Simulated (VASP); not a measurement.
Write the native input for VASP 6.6.1 that does the following.

| Property | Result |
| --- | --- |
| Task | single point |
| Functional | RPBE |
| Potentials or basis | VASP PAW PBE potentials, release 64 (Cd_GW) |
| Cutoff | 550 eV |
| k mesh | 10 × 10 × 10 |
| Occupations | gaussian, width 0.1 eV |
| Spin | no spin polarisation |
| Further INCAR settings | ALGO = Fast; EDIFF = 1e-06 |

The structure of Cd lies in POSCAR:

```
Cd
3.0905
   -0.577357061964      0.577357061964      0.577357061964
    0.577357061964     -0.577357061964      0.577357061964
    0.577357061964      0.577357061964     -0.577357061964
Cd
1
Direct
    0.0000000000      0.0000000000      0.0000000000
```

This isn't the form of Cd at room conditions, which is hcp.

These files were run (other wordings do the same):

INCAR

```
SYSTEM = Cd
PREC     = Accurate       ! precision mode
ENCUT    = 550            ! plane-wave cutoff, eV
EDIFF    = 1E-6           ! SCF threshold, eV
ISMEAR   = 0              ! smearing method
SIGMA    = 0.1            ! smearing width, eV
LREAL    = .False.        ! projectors in reciprocal space
LASPH    = .True.         ! aspherical terms in the spheres
NELM     = 100            ! most SCF steps
ALGO     = Fast           ! electronic algorithm
ISIF     = 2              ! what is computed and relaxed
LWAVE    = .False.        ! write WAVECAR
LCHARG   = .True.         ! write CHGCAR
GGA      = RP             ! functional
LELF     = .True.         ! ELF
LVHAR    = .True.
```

KPOINTS

```
regular mesh
0
Gamma
  10 10 10
  0 0 0
```

Potentials or basis: VASP PAW PBE potentials, release 64 (Cd_GW).

Run with:

```console
$ cat potpaw_PBE.64/Cd_GW/POTCAR > POTCAR
$ mpirun -np 1 vasp_std > vasp.out
```

Results of the run:

- Pressure: 3.5 GPa
- Band gap on the k mesh: none (metal or under the smearing width)

Caveat: the PAW data sets were made with another functional, which shifts forces and pressure a little.

It used 5.3 s of CPU time on 1 thread of Intel(R) Xeon(R) 6975P-C (Granite Rapids), on a shared host, which was overloaded at the time.
